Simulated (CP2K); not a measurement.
PtSe2 (Sudovikovite):

```xyz
3
Lattice="3.7240 0.0000 0.0000 -1.8620 3.2251 0.0000 0.0000 0.0000 5.0620" Properties=species:S:1:pos:R:3 pbc="T T T"
Pt    0.0000    0.0000    0.0000
Se    1.8620    1.0750    3.7965
Se    0.0000    2.1501    1.2655
```

Base run:

| Quantity | Value |
| --- | --- |
| Program | CP2K 2026.2 |
| Functional | PBEsol |
| Potentials or basis | GTH_POTENTIALS Pt GTH-PBE-q18, Se GTH-PBE-q6; DZVP-MOLOPT-SR-GTH basis |
| Density cutoff | 6123 eV |
| k mesh | 8 × 8 × 5 |
| Occupations | fermi-dirac, width 0.05 eV |
| Spin | no spin polarisation |

Its results: band gap on the k mesh none (metal or under the smearing width); pressure 4.5 GPa; largest force 0.634 eV/Å.

The run is repeated on the same cell with these changes: functional from PBEsol to PBE. What comes out?

Band gap on the k mesh none (metal or under the smearing width); pressure 8.5 GPa; largest force 0.758 eV/Å.

PBE binds less tightly than PBEsol, so the same cell stands under more pressure.

Caveats: the basis of atomic orbitals isn't converged, which shifts pressures, moduli and gaps; the potentials were made for another functional, which shifts forces and pressure (some runs).

Not every run made on this cell is shown here.
